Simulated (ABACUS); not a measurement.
Runs of ABACUS 3.10.1 on ZnS (Wurtzite-4H). It takes space group P6_3mc (No. 186, hexagonal). The conventional cell has a = 3.823 Å, b = 3.823 Å, c = 12.520 Å, α = 90.00°, β = 90.00°, γ = 120.00°. Around Zn (site symmetry 3m) lie 4 S at 2.34 to 2.35 Å. Zn (site symmetry 3m) is surrounded by 4 S at 2.34 to 2.35 Å. Around S (site symmetry 3m) lie 4 Zn at 2.34 to 2.35 Å. S (site symmetry 3m) is surrounded by 4 Zn at 2.34 to 2.35 Å. 

```tsv
level	V0 of scaled cells (Å³/atom)	B0 (GPa)
PBE	20.53	69
PBEsol	(a)	78
LDA	18.82	(c)
PW91	20.46	(b)
```

Alike in all rows: task equation of state; potentials or basis SG15 ONCV 1.2 PBE, DZP LCAO (the cutoffs set its grid); no spin polarisation; cell as given; k mesh 6 × 6 × 2; cutoff (eV) 1361; smearing fermi-dirac 0.05 eV.

Question: Fill in the values left out.

Answer: (a) 19.61; (b) 64; (c) 87.

Caveats: the atomic orbitals were generated for these runs and aren't a published set; the cell was scaled at fixed shape and fractional positions, which overstates the stiffness of a crystal with free parameters, most of all of layers and chains; the basis of atomic orbitals isn't converged, which shifts pressures, moduli and gaps; the potentials were made for another functional, which shifts forces and pressure (some runs).
